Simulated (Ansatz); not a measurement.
# Structure types of CdS compared at 11 GPa

Structure types of CdS are relaxed in primitive cells with their symmetry kept at 11 GPa, on PAW files; LAPW relaxes the small cells further and takes the PAW cell for the others (marked *). The enthalpy is E + pV at zero temperature, without zero-point motion. Only the types listed were tried, and differences under about 5 meV/atom are mesh noise. The real phase may be another.

Level of theory: DFT with PBE, scalar-relativistic, in Ansatz 0.2.0; Fermi–Dirac smearing of 0.05 eV, no spin polarisation. LAPW: all electrons, basis error target 0.5 meV/atom; PAW: frozen-core files, cutoff 420 eV.

k meshes: rocksalt 14×14×14, CsCl 13×13×13, zincblende 12×12×12, NiAs 10×10×6, wurtzite 9×9×5.

**Question.** Which type is lowest in enthalpy, and by how much?

**Answer.** rocksalt, 62 meV/atom below NiAs. The whole table:

```tsv
start type	ends as	a, b, c (Å)	V (Å³/atom)	H − H(lowest), LAPW (meV/atom)	same, PAW
rocksalt	rocksalt, Fm-3m	5.286, 5.286, 5.286	18.47	0.0	0.0
CsCl	CsCl, Pm-3m	3.276, 3.276, 3.276	17.59	447.6	447.9
zincblende	zincblende, F-43m	5.644, 5.644, 5.644	22.48	177.7	176.3
NiAs*	NiAs, P6_3/mmc	3.709, 3.709, 6.290	18.73	61.8	61.9
wurtzite*	wurtzite, P6_3mc	3.991, 3.991, 6.516	22.47	176.9	175.5
```

**Question.** Split the lead of rocksalt over NiAs into energy and pV.

**Answer.** For NiAs less rocksalt: ΔE = +43.5 meV/atom, and p·ΔV = 11 GPa × +0.2674 Å³ × 6.242 meV/(GPa·Å³) = +18.4 meV/atom, together 61.9 meV/atom. rocksalt wins on both counts.
